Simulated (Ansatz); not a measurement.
# Si2W (I4/mmm) in Ansatz: a series of runs

The runs below take Si2W through phonons, elastic constants, with PBEsol.

All numbers are computed with Ansatz 0.2.0; they aren't measurements. Logs are shortened: lines on timing, memory, paths and dates and some standing lists are left out, and cuts for length are marked.

## 1. Starting point

It takes space group I4/mmm (No. 139, tetragonal). Conventional cell: a = 3.214 Å, b = 3.214 Å, c = 7.830 Å, α = 90.00°, β = 90.00°, γ = 90.00°. W (site symmetry 4/mmm) has 10 Si at 2.62 Å as nearest neighbours. Si (site symmetry 4mm) has 5 Si at 2.59 to 2.63 Å and 5 W at 2.62 Å as nearest neighbours.

## 2. Phonons, PBEsol

input.yaml

```yaml
crystal:
  lattice:
    - [-1.6069, 1.6069, 3.91495]
    - [1.6069, -1.6069, 3.91495]
    - [1.6069, 1.6069, -3.91495]
  atoms:
    - { symbol: W, position: [0.0, 0.0, 0.0] }
    - { symbol: Si, position: [0.6653, 0.6653, 0.0] }
    - { symbol: Si, position: [0.3347, 0.3347, 0.0] }
hamiltonian:
  xc: pbesol
  pseudopotentials: { kind: paw }
kpoints:
  mp_grid: { grid: [9, 9, 9] }
scf:
  occupations: { method: fermi_dirac, width: 0.05 }
phonons:
  method: dfpt
```

Potentials or basis: Ansatz PAW.

Launch:

```console
ansatz run input.yaml --threads 2 --pin off --max-ram 5632MiB --backend cpu --events-out ev --progress --plain --runs-dir out
```

Output:

```text
Warning: RAYON_NUM_THREADS=2 ignored (pool sized by the plan → 2); use --threads N
zone centre: on kpoints.mp_grid the ground state, and the responses unless they are solved on pairs of k-points, stand on 125 of the mesh's 729 k-points, reduced under 4 symmetry operations, with k and −k counted as one. Each operation leaves every solved displacement unchanged or reverses it
Engine: ansatz 0.2.0, x86_64-unknown-linux-gnu
Pseudopotentials: kind: paw
Pseudopotential: W, paw, valence charge 14, recommended cutoff 420 eV (normal), W.paw.azcp
Pseudopotential: Si, paw, valence charge 4, recommended cutoff 420 eV (normal), Si.paw.azcp
Functional definition: PBEsol
  exchange = pbesol_x
  correlation = pbesol_c
Crystal: 3 atoms, lattice volume = 40.436 Å³
Basis set: ecut = 420 eV, 793 PW (Γ), exchange–correlation on 64×64×64 points (8 copies of the dense FFT grid, shifted against one another)
Bands: 15, of which v1, the nominal top of the filled ones, is band 11 counted from 1 (10 counted from 0)
Symmetry: 16 space group operations
k-points: 125 of 729 (irreducible under 4 space group operations, time reversal used)
Non-local potential: W, projectors of the file, l = 0: 3, l = 1: 2, l = 2: 2, l = 3: 1
Non-local potential: Si, projectors of the file, l = 0: 2, l = 1: 2, l = 2: 2
PAW form: soft (Blöchl's): semilocal exchange-correlation on the pseudo side does not see the compensation charge
PAW frozen core: W, regenerated for the run's functional, and the local potential with it (the file was generated under x = pbe(κ = 0.804, μ = 0.2195149727645171), c = pbe(β = 0.06672455060314922))
PAW frozen core: Si, regenerated for the run's functional, and the local potential with it (the file was generated under x = pbe(κ = 0.804, μ = 0.2195149727645171), c = pbe(β = 0.06672455060314922))
PAW one-centre angular grid: W, 590 points (default); XC on 64 Gauss nodes
PAW one-centre angular grid: Si, 110 points (default); XC on 64 Gauss nodes
Initial density: superposition of atomic densities (neutral atoms: chi_scale 0, normalization atom), corrected by the library's trained network
Initial wavefunctions: pseudopotential atomic-orbital guess
Functional: x = pbesol(κ = 0.804, μ = 0.12345679012345678), c = pbesol(β = 0.046)
SCF iter   1: F=—  HF=-11500.894524 eV  |F-HF|=—  |Δ(HF+E_count)|=         —  Δρ=4.42e-3  dr2=6.89e-3  ethr=1.77e-3  ⟨swp⟩=5.4  Hψ=10947  notcnv=0
preconditioner: auto → none  [insulator: Δε(μ)=0.209 eV  Ē_g=8.108 eV  σ=0.050 eV  W_gap=0.66  n_scr=10 (ndim 8)  ℏωp=21.8 eV  f_vac=0.000  D(μ)=0.33/eV (n_scr^D=0)  ε∞_Penn≈8.3]
SCF iter   2: F=—  HF=-11500.893417 eV  |F-HF|=—  |Δ(HF+E_count)|=   1.11e-3  Δρ=1.90e-3  dr2=6.09e-4  ethr=3.13e-5  ⟨swp⟩=1.1  Hψ=2882  notcnv=0
SCF iter   3: F=—  HF=-11500.893445 eV  |F-HF|=—  |Δ(HF+E_count)|=   2.86e-5  Δρ=4.34e-4  dr2=2.58e-5  ethr=2.77e-6  ⟨swp⟩=1.5  Hψ=2160  notcnv=0
SCF iter   4: F=—  HF=-11500.893452 eV  |F-HF|=—  |Δ(HF+E_count)|=   6.72e-6  Δρ=3.06e-5  dr2=1.84e-7  ethr=1.17e-7  ⟨swp⟩=2.2  Hψ=2496  notcnv=0
SCF iter   5: F=—  HF=-11500.893453 eV  |F-HF|=—  |Δ(HF+E_count)|=   5.11e-7  Δρ=5.79e-6  dr2=1.17e-8  ethr=8.38e-10  ⟨swp⟩=2.1  Hψ=2825  notcnv=0
SCF iter   6: F=—  HF=-11500.893453 eV  |F-HF|=—  |Δ(HF+E_count)|=   2.39e-9  Δρ=1.40e-6  dr2=8.41e-10  ethr=5.30e-11  ⟨swp⟩=2.0  Hψ=2675  notcnv=0
SCF iter   7: F=—  HF=-11500.893453 eV  |F-HF|=—  |Δ(HF+E_count)|=  1.60e-10  Δρ=2.25e-7  dr2=1.89e-11  ethr=3.82e-12  ⟨swp⟩=2.5  Hψ=2698  notcnv=0
SCF iter   8: F=-11500.893453 eV  HF=-11500.893453 eV  |F-HF|=0.00e0  |Δ(HF+E_count)|=    0.00e0  Δρ=1.67e-8  dr2=4.22e-14  ethr=1.00e-12  ⟨swp⟩=5.9  Hψ=7340  notcnv=0
SCF 1 converged in 8 iterations: F = -11500.893453 eV  dr2 = 4.22e-14
DFPT response loops at Γ: preconditioner auto → Kerker (q_TF=auto, 2.465 Å⁻¹) (partly filled bands, converged f_vac=0.000); β = 1.00, the filter's whole step (`scf.mixing.beta` (0.50) is not read by the response loops under this deck's `scf.mixing.preconditioner`; to damp them name `kerker` or `kerker_dos`, under which they read `scf.mixing.beta`, and type it under 1.00, their step now; both keys bind the ground state too); Broyden in place of MSR1
SCF converged after 8 iterations
Free energy (F): -11500.893453 eV
Harris-Foulkes:  -11500.893453 eV  (|F-HF|=0.00e0)
Internal energy: -11500.890577 eV  (E = F + TS)
E sigma→0 (E₀):  -11500.892015 eV
Entropy (-TS):   -0.002876 eV (-0.959 meV/atom)
Fermi energy:    16.559493 eV
--- Per-component energies (eV) ---
  E_band       = -82.321114
  E_kinetic    = 541.572947
  E_local      = -950.127781  (includes V_loc(G=0)·N_el)
  E_nonlocal   = 53.462408
  E_hartree    = 372.199947
  E_xc         = -379.534124
  E_vxc        = -338.846700  (∫ρ·V_xc dr)
  E_paw        = -9434.266194  (= ΣΔE_a)
  E_vpaw       = -132.781820  (= ΣTr[D̂ρ^β])
  E_aug_tail   = -0.000069  (compensation charges beyond the density's cutoff)
  E_ewald      = -1704.482625
  E_core_change = 0.284913  (= ΣΔE_core)
  E_smearing   = -0.002876  (= −TS)
  E_closure    = 0.000000  (closes the sum)
  Σ components = -11500.893453   (vs F -11500.893453, Δ=0.00e0)
--- Band table (eV; the first three rows and the last of 125) ---
  k-point 0: bands = ["-57.1099", "-21.4117", "-21.3824", "-21.3824", "2.5720", "9.7797", "12.9198", "13.2813", "13.7955", "13.7955", "17.2454", "19.3985", "19.5489", "19.7248", "19.7248"]
  k-point 1: bands = ["-57.1081", "-21.4073", "-21.4068", "-21.4044", "2.9694", "10.1320", "12.0296", "12.9067", "13.3772", "14.6942", "15.6226", "19.0336", "19.9961", "20.0276", "20.4819"]
  k-point 2: bands = ["-57.1037", "-21.4670", "-21.4600", "-21.3948", "4.0887", "10.7721", "11.2742", "11.4444", "13.6186", "13.7047", "14.8369", "19.5416", "20.1495", "20.3989", "20.6386"]
  k-point 124: bands = ["-57.1089", "-21.4255", "-21.4095", "-21.3811", "4.9788", "5.8395", "12.3818", "13.6856", "15.4333", "15.7926", "16.1291", "16.1944", "17.7482", "21.5164", "21.8997"]
--- Phonons (Γ-DFPT): 4 representative perturbations + reference, on 125 of 729 k-points (Σ response iterations 12) ---
  k mesh reduced under 4 symmetry operations, with k and −k counted as one. Each operation leaves every solved displacement unchanged or reverses it
  ASR residual: 3.612e-5 → 0.000e0 eV/Å²; symmetrization residual: 2.293e-6 eV/Å²
  ASR residual per site (eV/Å²): 3.61e-5 4.88e-6 4.88e-6
  Γ frequencies (cm⁻¹): 0.00 0.00 0.00 256.81 256.81 300.85 334.04 334.04 442.68
  non-analytic LO–TO correction: not included (Born effective charges unavailable; polar crystals: no LO–TO splitting at Γ)
```

Wall time 13 s (2 threads of AMD EPYC 7R13 (Zen 3), shared host); peak memory 0.6 GiB.

What came out:

- Free energy: -11500.8935 eV
- Band gap on the k mesh: none (metal or under the smearing width)
- Highest phonon frequency at Γ: 443 cm⁻¹

Phonon frequencies in cm⁻¹ (negative: imaginary):
```tsv
q point	frequencies
(0.000, 0.000, 0.000)	0 0 0 257 257 301 334 334 443
```

Caveat: the PAW data sets come from PBE, with cores solved anew for the run's functional, which leaves a small shift of forces and pressure.

## 3. Elastic constants, PBEsol

input.yaml: that of step 2 with these lines changed.

```diff
@@ -16,3 +16,7 @@
   occupations: { method: fermi_dirac, width: 0.05 }
-phonons:
-  method: dfpt
+output:
+  forces: true
+  stress: true
+elastic:
+  mode: clamped_ion
+  stencil: two_point
```

Potentials or basis: Ansatz PAW.

Launch:

```console
ansatz run input.yaml --threads 2 --pin off --max-ram 5632MiB --backend cpu --events-out ev --progress --plain --runs-dir out
```

Output:

```text
Warning: RAYON_NUM_THREADS=2 ignored (pool sized by the plan → 2); use --threads N
[... 7 set-up lines as earlier in the session ...]
Crystal: 3 atoms, lattice volume = 40.436 Å³
Basis set: ecut = 420 eV, 793 PW (Γ), exchange–correlation on 64×64×64 points (8 copies of the dense FFT grid, shifted against one another)
Bands: 15, of which v1, the nominal top of the filled ones, is band 11 counted from 1 (10 counted from 0)
[... 1 set-up line as earlier in the session ...]
Space group: I4/mmm (ITA 139), of the structure as read, at distance tolerance 3.4e-5 Å
k-points: 75 of 729
[... 10 set-up lines as earlier in the session ...]
SCF iter   1: F=—  HF=-11500.894527 eV  |F-HF|=—  |Δ(HF+E_count)|=         —  Δρ=4.42e-3  dr2=6.88e-3  ethr=1.77e-3  ⟨swp⟩=5.4  Hψ=6563  notcnv=0
preconditioner: auto → none  [insulator: Δε(μ)=0.209 eV  Ē_g=8.108 eV  σ=0.050 eV  W_gap=0.66  n_scr=10 (ndim 8)  ℏωp=21.8 eV  f_vac=0.000  D(μ)=0.33/eV (n_scr^D=0)  ε∞_Penn≈8.3]
SCF iter   2: F=—  HF=-11500.893417 eV  |F-HF|=—  |Δ(HF+E_count)|=   1.11e-3  Δρ=1.90e-3  dr2=6.09e-4  ethr=3.13e-5  ⟨swp⟩=1.1  Hψ=1729  notcnv=0
SCF iter   3: F=—  HF=-11500.893447 eV  |F-HF|=—  |Δ(HF+E_count)|=   2.97e-5  Δρ=4.33e-4  dr2=2.57e-5  ethr=2.77e-6  ⟨swp⟩=1.5  Hψ=1303  notcnv=0
SCF iter   4: F=—  HF=-11500.893453 eV  |F-HF|=—  |Δ(HF+E_count)|=   5.69e-6  Δρ=3.04e-5  dr2=1.78e-7  ethr=1.17e-7  ⟨swp⟩=2.2  Hψ=1504  notcnv=0
SCF iter   5: F=—  HF=-11500.893453 eV  |F-HF|=—  |Δ(HF+E_count)|=   1.03e-8  Δρ=5.39e-6  dr2=9.01e-9  ethr=8.08e-10  ⟨swp⟩=2.1  Hψ=1694  notcnv=0
SCF iter   6: F=—  HF=-11500.893453 eV  |F-HF|=—  |Δ(HF+E_count)|=   1.71e-9  Δρ=1.29e-6  dr2=8.96e-10  ethr=4.10e-11  ⟨swp⟩=2.0  Hψ=1607  notcnv=0
SCF iter   7: F=—  HF=-11500.893453 eV  |F-HF|=—  |Δ(HF+E_count)|=  1.96e-10  Δρ=2.18e-7  dr2=2.00e-11  ethr=4.07e-12  ⟨swp⟩=2.4  Hψ=1583  notcnv=0
SCF iter   8: F=-11500.893453 eV  HF=-11500.893453 eV  |F-HF|=1.82e-12  |Δ(HF+E_count)|=  3.64e-12  Δρ=1.65e-8  dr2=3.87e-14  ethr=1.00e-12  ⟨swp⟩=4.1  Hψ=4903  notcnv=0
SCF 1 converged in 8 iterations: F = -11500.893453 eV  dr2 = 3.87e-14
Crystal: 3 atoms, lattice volume = 40.355 Å³
Symmetry: 8 space group operations
k-points: 125 of 729
Initial density: handed on by an earlier stage of this run
Initial wavefunctions: those handed on with the density
iter 1 solved again at ethr=5.54e-8 eV; its pass at ethr=3.10e-3 eV (dr2=1.22e-5 eV) is discarded
SCF iter   1: F=—  HF=-11500.894265 eV  |F-HF|=—  |Δ(HF+E_count)|=         —  Δρ=2.02e-4  dr2=1.90e-5  ethr=5.54e-8  ⟨swp⟩=2.1  Hψ=11191  notcnv=0
[... 67 lines left out ...]
SCF iter   1: F=—  HF=-11500.893354 eV  |F-HF|=—  |Δ(HF+E_count)|=         —  Δρ=2.31e-5  dr2=8.06e-9  ethr=3.65e-11  ⟨swp⟩=2.4  Hψ=11082  notcnv=0
SCF iter   2: F=—  HF=-11500.893352 eV  |F-HF|=—  |Δ(HF+E_count)|=   1.62e-6  Δρ=1.15e-5  dr2=1.29e-9  ethr=3.65e-11  ⟨swp⟩=2.2  Hψ=2626  notcnv=0
SCF iter   3: F=—  HF=-11500.893352 eV  |F-HF|=—  |Δ(HF+E_count)|=   1.79e-9  Δρ=2.35e-6  dr2=1.19e-10  ethr=5.88e-12  ⟨swp⟩=1.0  Hψ=1883  notcnv=0
SCF iter   4: F=—  HF=-11500.893352 eV  |F-HF|=—  |Δ(HF+E_count)|=  6.18e-11  Δρ=1.41e-7  dr2=7.50e-13  ethr=5.41e-13 (applied; sched 1.00e-12)  ⟨swp⟩=2.0  Hψ=2663  notcnv=0
SCF iter   5: F=-11500.893352 eV  HF=-11500.893352 eV  |F-HF|=0.00e0  |Δ(HF+E_count)|=  3.64e-12  Δρ=1.55e-8  dr2=1.31e-14  ethr=1.00e-12  ⟨swp⟩=4.4  Hψ=6087  notcnv=0
SCF 9 converged in 5 iterations: F = -11500.893352 eV  dr2 = 1.31e-14
SCF converged after 8 iterations
Free energy (F): -11500.893453 eV
Harris-Foulkes:  -11500.893453 eV  (|F-HF|=1.82e-12)
Internal energy: -11500.890577 eV  (E = F + TS)
E sigma→0 (E₀):  -11500.892015 eV
Entropy (-TS):   -0.002876 eV (-0.959 meV/atom)
Fermi energy:    16.559493 eV
--- Per-component energies (eV) ---
  E_band       = -82.321114
  E_kinetic    = 541.572947
  E_local      = -950.127781  (includes V_loc(G=0)·N_el)
  E_nonlocal   = 53.462408
  E_hartree    = 372.199948
  E_xc         = -379.534124
  E_vxc        = -338.846700  (∫ρ·V_xc dr)
  E_paw        = -9434.266194  (= ΣΔE_a)
  E_vpaw       = -132.781820  (= ΣTr[D̂ρ^β])
  E_aug_tail   = -0.000069  (compensation charges beyond the density's cutoff)
  E_ewald      = -1704.482625
  E_core_change = 0.284913  (= ΣΔE_core)
  E_smearing   = -0.002876  (= −TS)
  E_closure    = 0.000000  (closes the sum)
  Σ components = -11500.893453   (vs F -11500.893453, Δ=0.00e0)
--- Forces (eV/Å), atoms counted from 1 ---
  atom   1  W     -0.00000000     0.00000000     0.00000000
  atom   2  Si     0.00000000     0.00000000    -0.01076031
  atom   3  Si    -0.00000000    -0.00000000     0.01076031
  max |Σ_I F_I| component: 1.39e-17 eV/Å
--- Stress (GPa, compression-positive) ---
       -2.022226       0.000000       0.000000
        0.000000      -2.022226      -0.000000
       -0.000000       0.000000      -1.802662
  P = ⅓ Tr σ = -1.9490 GPa (-19.490 kbar)
--- Band table (eV; the first three rows and the last of 75) ---
  k-point 0: bands = ["-57.1099", "-21.4117", "-21.3824", "-21.3824", "2.5720", "9.7797", "12.9198", "13.2813", "13.7955", "13.7955", "17.2454", "19.3985", "19.5489", "19.7248", "19.7248"]
  k-point 1: bands = ["-57.1081", "-21.4073", "-21.4068", "-21.4044", "2.9694", "10.1320", "12.0296", "12.9067", "13.3772", "14.6942", "15.6226", "19.0336", "19.9961", "20.0276", "20.4819"]
  k-point 2: bands = ["-57.1037", "-21.4670", "-21.4600", "-21.3948", "4.0887", "10.7721", "11.2742", "11.4444", "13.6186", "13.7047", "14.8369", "19.5416", "20.1495", "20.3989", "20.6386"]
  k-point 74: bands = ["-57.1089", "-21.4255", "-21.4095", "-21.3811", "4.9788", "5.8395", "12.3818", "13.6856", "15.4333", "15.7926", "16.1291", "16.1944", "17.7482", "21.5164", "21.8997"]
--- Elastic constants: 4 strain directions × 2 members + reference (group order 16) ---
  dense FFT box of the reference and of every strained cell: 32×32×32
  strains applied: 11, 33, 23, 12; error gains: componentwise 1.00 (the most a stress slope's error grows in a printed constant), spectral 1.41 (1 for all six strains in a standard setting)
  C = ∂σ_k/∂η_j (tension-positive GPa; Voigt order 11 22 33 23 13 12):
       425.633    128.234     96.123      0.000      0.000      0.000
       128.234    425.633     96.123      0.000      0.000      0.000
        96.368     96.368    551.632     -0.000      0.000     -0.000
         0.000      0.000     -0.000    205.699      0.000      0.000
        -0.000     -0.000      0.000      0.000    205.699      0.000
         0.000      0.000     -0.000      0.000      0.000    205.253
  reference stress σ⁰ (GPa):      2.022      2.022      1.803      0.000     -0.000     -0.000
  C* (energy form; C + prestress term) asymmetry max|C*_kj − C*_jk| = 2.495e-2 GPa — a small one proves nothing (zero by symmetry where the batch's group is 432, −43m or m−3m); a large one is finite-difference/SCF noise where every solve meets its electron count
  moduli (Voigt/Reuss/Hill, GPa): K = 227.15/225.61/226.38   G = 195.48/191.80/193.64   E = 452.03   ν = 0.167
  mechanically stable: yes (min eigenvalue of sym C = 205.25 GPa)
  strain η (Voigt 11):  stress-route row diagonal C_11 = 425.63 GPa, energy-path curvature d²(F+E_count+ΔE)/dδ²/Ω₀ = 425.53 GPa
         δ    σ_11 (GPa)             F (eV)   n_scf  n_hpsi   n_pw
    -2.000e-3       1.1656      -11500.8942574       7   33204    804
     2.000e-3       2.8681      -11500.8922192       5   28251    808
  strain η (Voigt 33):  stress-route row diagonal C_33 = 551.63 GPa, energy-path curvature d²(F+E_count+ΔE)/dδ²/Ω₀ = 551.65 GPa
         δ    σ_33 (GPa)             F (eV)   n_scf  n_hpsi   n_pw
    -2.000e-3       0.6900      -11500.8940778       7   20190    804
     2.000e-3       2.8965      -11500.8922687       5   15745    805
  strain η (Voigt 23):  stress-route row diagonal C_44 = 205.70 GPa, energy-path curvature d²(F+E_count+ΔE)/dδ²/Ω₀ = 204.72 GPa
         δ    σ_23 (GPa)             F (eV)   n_scf  n_hpsi   n_pw
    -2.000e-3      -0.4114      -11500.8933504       7   59589    807
     2.000e-3       0.4114      -11500.8933504       6   52848    807
  strain η (Voigt 12):  stress-route row diagonal C_66 = 205.25 GPa, energy-path curvature d²(F+E_count+ΔE)/dδ²/Ω₀ = 204.20 GPa
         δ    σ_12 (GPa)             F (eV)   n_scf  n_hpsi   n_pw
    -2.000e-3      -0.4105      -11500.8933520       7   33295    805
     2.000e-3       0.4105      -11500.8933520       5   26083    805
```

elastic_members.tsv:

```text
[... 28 lines left out ...]
5	2.0000000000e-3	2.0207175856e0	2.0207175856e0	1.8021440643e0	-1.7370833873e-16	3.1267500971e-16	4.1050684047e-1	-1.1500893352e4	-1.1500891914e4	5	26083	805	nan	nan	0.0000000000e0	-4.7435125338e-2	-4.7435125338e-2	-4.4884978021e-2	-5.0042929614e-18	-5.1824118634e-18	-3.8884173494e-5	1.7977020193e-5	0.0000000000e0
```

It took 15 s on 2 threads of AMD EPYC 7R13 (Zen 3), shared host; peak memory 0.47 GiB.

What came out:

- Free energy: -11500.8935 eV
- Pressure: -1.9 GPa
- Largest force: 0.011 eV/Å
- Band gap on the k mesh: none (metal or under the smearing width)
- Voigt bulk modulus: 227 GPa

Forces in eV/Å, atoms in the order of the input:
```
W    0.000  0.000  0.000
Si   0.000  0.000 -0.011
Si   0.000  0.000  0.011
```

Levels at points of the mesh, in eV from the Fermi level:
| k point | band 7 | band 8 | band 9 | band 10 | band 11 | band 12 | band 13 | band 14 | band 15 |
| --- | --- | --- | --- | --- | --- | --- | --- | --- | --- |
| (0.00, 0.00, 0.00) | -3.64 | -3.28 | -2.76 | -2.76 | 0.69 | 2.84 | 2.99 | 3.17 | 3.17 |

Elastic tensor in Voigt notation (GPa, ions clamped, in the Cartesian axes of the cell as first typed):
```
426 128  96   0   0   0
128 426  96   0   0   0
 96  96 552   0   0   0
  0   0   0 206   0   0
  0   0   0   0 206   0
  0   0   0   0   0 205
```

Caveat: elastic constants of metals need much finer meshes, so these are rough; the PAW data sets come from PBE, with cores solved anew for the run's functional, which leaves a small shift of forces and pressure.
